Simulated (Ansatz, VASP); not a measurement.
This is a calculation of Ge (Germanium) for VASP 6.6.1. 

INCAR

```
AGGAC = 1.0
AGGAX = 1.0
ALDAC = 0.0
ALDAX = 1.0
ALGO = Fast
EDIFF = 1E-6
EDIFFG = -0.02
ENCUT = 600
GGA = B5
IBRION = 2
ISIF = 3
ISMEAR = -1
LASPH = True
LCHARG = False
LREAL = False
LWAVE = False
NELM = 80
NSW = 40
PREC = Accurate
SIGMA = 0.05
```

File KPOINTS:

```
k-points
0
Gamma
  8 8 8
```

The input POSCAR:

```
Ge
1.0
    0.0000000000      2.8289100000      2.8289100000
    2.8289100000      0.0000000000      2.8289100000
    2.8289100000      2.8289100000      0.0000000000
Ge
2
Direct
    0.7500000000      0.7500000000      0.7500000000
    0.5000000000      0.5000000000      0.5000000000
```

Potentials or basis: VASP PAW PBE potentials, release 64 (Ge_d).

Run with:

```console
$ cat potpaw_PBE.64/Ge_d/POTCAR > POTCAR
$ mpirun -np 1 vasp_std > vasp.out
```

Q: Translate it to Ansatz 0.2.0. Potentials or basis there: all-electron LAPW, scalar-relativistic.

A: As run (cutoffs and basis follow the program's own potentials, and thresholds, step limits or extra output files can differ):

Contents of input.yaml:

```yaml
crystal:
  lattice:
    - [0.0, 2.82891, 2.82891]
    - [2.82891, 0.0, 2.82891]
    - [2.82891, 2.82891, 0.0]
  atoms:
    - { symbol: Ge, position: [0.75, 0.75, 0.75] }
    - { symbol: Ge, position: [0.5, 0.5, 0.5] }
kpoints:
  mp_grid: { grid: [8, 8, 8] }
scf:
  occupations: { method: fermi_dirac, width: 0.05 }
hamiltonian:
  xc: blyp
  pseudopotentials: { kind: all_electron, lapw: { basis_error: 0.001 } }
output:
  forces: true
  stress: true
relax:
  f_tol: 0.02
  max_steps: 60
  cell: {}
```

Potentials or basis: all-electron LAPW, scalar-relativistic.

Run with:

```sh
$ ansatz run input.yaml --threads 1 --pin off --max-ram 3072MiB --backend cpu --events-out ev --progress --plain --runs-dir out
```

Both were run:

|  | VASP | Ansatz |
| --- | --- | --- |
| Relaxed volume | 25.60 Å³/atom | 25.49 Å³/atom |
| Relaxed cell | a = 4.168 Å, b = 4.168 Å, c = 4.168 Å, α = 60.00°, β = 60.00°, γ = 60.00° | a = 4.162 Å, b = 4.162 Å, c = 4.162 Å, α = 60.00°, β = 60.00°, γ = 60.00° |
| Space group after relaxing | Fd-3m (No. 227) | Fd-3m (No. 227) |
| Pressure after relaxing | -0.1 GPa | 0.0 GPa |

VASP's potentials were made for PBE.

Where Ansatz's input types no cutoff or centring, it takes its own default and a Γ-centred mesh.

Pressure is positive in compression.
